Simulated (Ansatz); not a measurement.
**Clamped-ion strain scan in MgS**

All numbers below come from DFT PBE, scalar-relativistic, plane waves, PAW (Ansatz). Settings: plane waves to 420 eV, k-mesh 6×6×4 (Γ-centred), Gaussian smearing 0.05 eV. No spin polarisation. Energies are free energies at this smearing, counted from the undisturbed cell; pressure is positive in compression.

The undisturbed cell (as given, not relaxed at this level; it stands at 1.1 GPa; this wurtzite form isn't the usual structure):

```xyz
4
Lattice="4.0346 0.0000 0.0000 -2.0173 3.4941 0.0000 0.0000 0.0000 6.4323" Properties=species:S:1:pos:R:3 pbc="T T T"
Mg    2.0173    1.1647    3.1888
Mg    0.0000    2.3294    6.4050
S     0.0000    2.3294    2.4394
S     2.0173    1.1647    5.6556
```

The cell is strained by ε times the Voigt pattern (1, 0, 0, 0, 0, 0) (xx, yy, zz, yz, xz, xy; engineering shear) with fractional coordinates fixed.

```csv
ε,ΔE (meV/atom),"stress summed along the pattern (GPa, tension positive)",pressure (GPa),gap on the mesh (eV)
-0.1000,?,-18.17,?,3.71
-0.0750,69.0,-12.82,7.0,3.74
-0.0500,32.0,-8.27,?,?
0.0000,0.0,-1.16,1.1,3.44
0.0250,0.9,1.57,-0.3,3.30
0.0750,27.6,5.72,-2.5,3.01
0.1000,50.6,7.25,-3.3,2.88
```

Give the withheld values.

ΔE (meV/atom) at ε = -0.1000: 123.6; pressure (GPa) at ε = -0.1000: 9.7; pressure (GPa) at ε = -0.0500: 4.7; gap on the mesh (eV) at ε = -0.0500: 3.72.